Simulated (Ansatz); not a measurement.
input.yaml

```yaml
crystal:
  lattice:
    - [-2.9247799622, 2.9247799622, 2.9247799622]
    - [2.9247799622, -2.9247799622, 2.9247799622]
    - [2.9247799622, 2.9247799622, -2.9247799622]
  atoms:
    - { symbol: Ga, position: [0.25, 0.125, 0.875] }
    - { symbol: Ga, position: [0.125, 0.875, 0.25] }
    - { symbol: Ga, position: [0.75, 0.375, 0.625] }
    - { symbol: Ga, position: [0.875, 0.25, 0.125] }
    - { symbol: Ga, position: [0.625, 0.75, 0.375] }
    - { symbol: Ga, position: [0.375, 0.625, 0.75] }
basis:
  ecutwfc: 420
kpoints:
  mp_grid: { grid: [8, 8, 8] }
hamiltonian:
  xc: pbe
scf:
  occupations: { method: gaussian, width: 0.1 }
output:
  forces: true
  stress: true
  eigenvalues: true
```

Launched with
```bash
ansatz run input.yaml --threads 1 --pin off --max-ram 2560MiB --backend cpu --events-out ev --progress --plain --runs-dir out
```

Theory: DFT PBE, scalar-relativistic, plane waves, PAW in Ansatz 0.2.0.

Abridged output (iterations and final results):

```
SCF iter   1: F=—  HF=-22697.638728 eV  |F-HF|=—  |Δ(HF+E_count)|=         —  Δρ=1.62e-3  dr2=8.93e-4  ethr=1.77e-3  ⟨swp⟩=6.1  Hψ=4893  notcnv=0  defer=3
SCF iter   2: F=—  HF=-22697.635501 eV  |F-HF|=—  |Δ(HF+E_count)|=   3.23e-3  Δρ=8.77e-4  dr2=4.25e-4  ethr=1.15e-6  ⟨swp⟩=2.0  Hψ=2494  notcnv=0  defer=7
SCF iter   3: F=—  HF=-22697.635406 eV  |F-HF|=—  |Δ(HF+E_count)|=   9.50e-5  Δρ=5.79e-4  dr2=1.71e-4  ethr=5.45e-7  ⟨swp⟩=2.0  Hψ=2175  notcnv=0  defer=7
SCF iter   4: F=—  HF=-22697.635611 eV  |F-HF|=—  |Δ(HF+E_count)|=   2.05e-4  Δρ=1.90e-4  dr2=1.62e-5  ethr=2.19e-7  ⟨swp⟩=2.0  Hψ=2448  notcnv=0  defer=7
SCF iter   5: F=—  HF=-22697.635611 eV  |F-HF|=—  |Δ(HF+E_count)|=   3.41e-7  Δρ=7.87e-5  dr2=2.54e-6  ethr=2.07e-8  ⟨swp⟩=2.0  Hψ=2446  notcnv=0  defer=7
SCF iter   6: F=—  HF=-22697.635611 eV  |F-HF|=—  |Δ(HF+E_count)|=   2.91e-7  Δρ=4.55e-5  dr2=9.88e-7  ethr=3.25e-9  ⟨swp⟩=1.0  Hψ=1305  notcnv=0  defer=7
SCF iter   7: F=—  HF=-22697.635611 eV  |F-HF|=—  |Δ(HF+E_count)|=   5.85e-7  Δρ=1.43e-5  dr2=1.10e-7  ethr=1.27e-9  ⟨swp⟩=2.0  Hψ=2175  notcnv=0  defer=7
SCF iter   8: F=-22697.635611 eV  HF=-22697.635611 eV  |F-HF|=4.18e-9  |Δ(HF+E_count)|=   7.13e-8  Δρ=2.34e-6  dr2=3.23e-9  ethr=1.28e-10  ⟨swp⟩=7.3  Hψ=5480  notcnv=0
SCF 1 converged in 8 iterations: F = -22697.635611 eV  dr2 = 3.23e-9
SCF converged after 8 iterations
Free energy (F): -22697.635611 eV
Harris-Foulkes:  -22697.635611 eV  (|F-HF|=4.18e-9)
Internal energy: -22697.621749 eV  (E = F + TS)
E sigma→0 (E₀):  -22697.628680 eV
Entropy (-TS):   -0.013862 eV (-2.310 meV/atom)
Fermi energy:    11.418340 eV
--- Per-component energies (eV) ---
  E_band       = -92.145588
  E_kinetic    = 696.925269
  E_local      = -10223.618263  (includes V_loc(G=0)·N_el)
  E_nonlocal   = 2534.871354
  E_hartree    = 4845.551801
  E_xc         = -420.552881
  E_vxc        = -354.950714  (∫ρ·V_xc dr)
  E_paw        = -11914.914160  (= ΣΔE_a)
  E_vpaw       = -2436.468189  (= ΣTr[D̂ρ^β])
  E_aug_tail   = -0.000715  (compensation charges beyond the density's cutoff)
  E_ewald      = -8215.884156
  E_smearing   = -0.013862  (= −TS)
--- Forces (eV/Å), atoms counted from 1 ---
  atom   1  Ga     0.00000000     0.00000000     0.00000000
  atom   2  Ga     0.00000000     0.00000000     0.00000000
  atom   3  Ga     0.00000000     0.00000000     0.00000000
  atom   4  Ga     0.00000000     0.00000000     0.00000000
  atom   5  Ga     0.00000000     0.00000000     0.00000000
  atom   6  Ga     0.00000000     0.00000000     0.00000000
--- Stress (GPa, compression-positive) ---
        8.440747       0.000000       0.000000
        0.000000       8.440747       0.000000
        0.000000       0.000000       8.440747
  P = ⅓ Tr σ = 8.4407 GPa (84.407 kbar)
--- Band table (eV; the first three rows and the last of 29) ---
  k-point 0: bands = ["-3.7522", "-3.7033", "-3.7033", "-3.6611", "-3.6611", "-3.6611", "-3.6371", "-3.6371", "-3.6371", "-3.6331", "-3.6331", "-3.6331", "-3.5739", "-3.5739", "-3.5447", "-3.5447", "-3.5447", "-3.4303", "-3.4303", "-3.4225", "-3.4225", "-3.4225", "-3.4207", "-3.4027", "-3.4027", "-3.4027", "-3.3763", "-3.3079", "-3.3079", "-3.3079", "-0.5995", "7.5875", "7.5875", "7.5875", "8.4271", "8.4271", "8.8145", "8.8145", "8.8145", "9.2297", "9.2297", "9.2297", "9.3432", "17.0075", "17.0075", "17.0075", "18.0579"]
  k-point 1: bands = ["-3.7491", "-3.7265", "-3.7229", "-3.6932", "-3.6815", "-3.6766", "-3.6477", "-3.6332", "-3.6287", "-3.6256", "-3.6116", "-3.5988", "-3.5728", "-3.5630", "-3.5593", "-3.5354", "-3.5232", "-3.4438", "-3.4399", "-3.4374", "-3.4288", "-3.4242", "-3.4236", "-3.4043", "-3.3971", "-3.3727", "-3.3691", "-3.3028", "-3.2958", "-3.2939", "-0.4591", "6.3390", "7.0998", "7.1562", "7.6530", "7.8088", "8.6174", "8.9353", "9.6926", "9.7291", "10.2649", "10.2736", "11.0679", "15.4664", "15.7280", "17.1159", "18.4364"]
  k-point 2: bands = ["-3.7688", "-3.7615", "-3.7469", "-3.7226", "-3.6908", "-3.6797", "-3.6544", "-3.6434", "-3.6233", "-3.6215", "-3.6102", "-3.5945", "-3.5867", "-3.5666", "-3.5486", "-3.4902", "-3.4838", "-3.4693", "-3.4584", "-3.4560", "-3.4321", "-3.4196", "-3.4180", "-3.4097", "-3.3687", "-3.3517", "-3.3319", "-3.2986", "-3.2798", "-3.2743", "-0.0343", "4.5491", "6.5217", "6.5725", "7.0171", "7.0887", "8.9842", "9.2689", "11.1280", "11.1286", "11.4814", "11.7585", "13.3972", "13.7723", "14.5226", "17.3792", "18.7656"]
  k-point 28: bands = ["-3.7710", "-3.7710", "-3.7710", "-3.7710", "-3.7710", "-3.7710", "-3.6977", "-3.6977", "-3.6351", "-3.6351", "-3.6351", "-3.6351", "-3.6351", "-3.6351", "-3.4204", "-3.4204", "-3.4204", "-3.4204", "-3.4204", "-3.4204", "-3.3983", "-3.3983", "-3.3983", "-3.3983", "-3.2911", "-3.2911", "-3.2911", "-3.2911", "-3.2911", "-3.2911", "3.9665", "3.9665", "3.9665", "3.9665", "3.9665", "3.9665", "12.8633", "12.8633", "13.1391", "13.1391", "13.1391", "13.1391", "13.1391", "13.1391", "19.7485", "19.7485", "19.7485"]
```

Self-consistency was reached.

Time: 21 s on 1 thread of Intel(R) Xeon(R) Processor @ 2.50GHz (Skylake/Cascade Lake) (shared host), peak memory 0.39 GiB.